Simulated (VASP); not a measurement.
Here is a VASP 6.6.1 calculation.

Contents of INCAR:

```
PREC     = Accurate       # precision mode
ENCUT    = 600            # plane-wave cutoff, eV
EDIFF    = 1E-7           # SCF threshold, eV
ISMEAR   = 1              # smearing method
SIGMA    = 0.1            # smearing width, eV
LREAL    = False          # projectors in reciprocal space
LASPH    = True           # aspherical terms in the spheres
NELM     = 80             # most SCF steps
ALGO     = Normal         # electronic algorithm
ISIF     = 2              # what is computed and relaxed
LWAVE    = False          # write WAVECAR
LCHARG   = False          # write CHGCAR
IBRION   = 2              # ionic algorithm
NSW      = 40             # ionic steps
EDIFFG   = -0.01          # ionic threshold
```

KPOINTS

```
regular mesh
0
Gamma
  16 16 16
```

Contents of POSCAR:

```
Au                                      
1.0
    0.0000000000      1.9848500911      1.9848500911
    1.9848500911      0.0000000000      1.9848500911
    1.9848500911      1.9848500911      0.0000000000
  Au            
     1
Direct
     0.0000000000000000    0.0000000000000000    0.0000000000000000
```

Potentials or basis: VASP PAW LDA potentials, release 64 (Au).

The run is started by

```console
$ cat potpaw_LDA.64/Au/POTCAR > POTCAR
$ mpirun -np 1 vasp_std > vasp.out
```

(1) Estimate the band gap on the k mesh.

Results:

(1) none (metal or under the smearing width).

Caveat: the relaxation stopped at its first step, so nothing moved.
